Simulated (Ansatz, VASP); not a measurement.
**Mg2H3: VASP beside Ansatz**

```
Mg H
1.0
     3.32002    0.00000    0.00000
    -1.66001    2.87522    0.00000
     0.00000    0.00000    5.92062
Mg H
2 3
Cartesian
  0.0000 0.0000 1.4756
  0.0000 0.0000 4.4450
  1.6600 0.0000 2.9603
  -0.8300 1.4376 2.9603
  0.8300 1.4376 2.9603
```

Alike in both runs: functional PBE; k mesh 15 × 15 × 6; occupations gaussian, width 0.1 eV; no spin polarisation.

Ansatz relaxed the structure, and its values are those at the end. VASP's run is a single point on that final structure, the one shown.

```csv
,VASP,Ansatz
version,VASP 6.6.1,Ansatz 0.2.0
potentials or method,"VASP PAW PBE potentials, release 64 (Mg, H)","scalar-relativistic, plane waves, PAW"
plane-wave cutoff (eV),520,420
valence electrons in the cell,7,23
```

|  | VASP | Ansatz | Ansatz less VASP |
| --- | --- | --- | --- |
| gap on the k mesh at the Fermi level (eV) | none | none | - |
| pressure (GPa) | -0.2 | 0.0 | +0.22 |
| rms of the force components (eV/Å) | 0.003 | 0.000 | -0.0029 |

A gap of «none» marks a metal or a gap that the smearing closes. The two sets of potentials don't hold the same shells in valence.
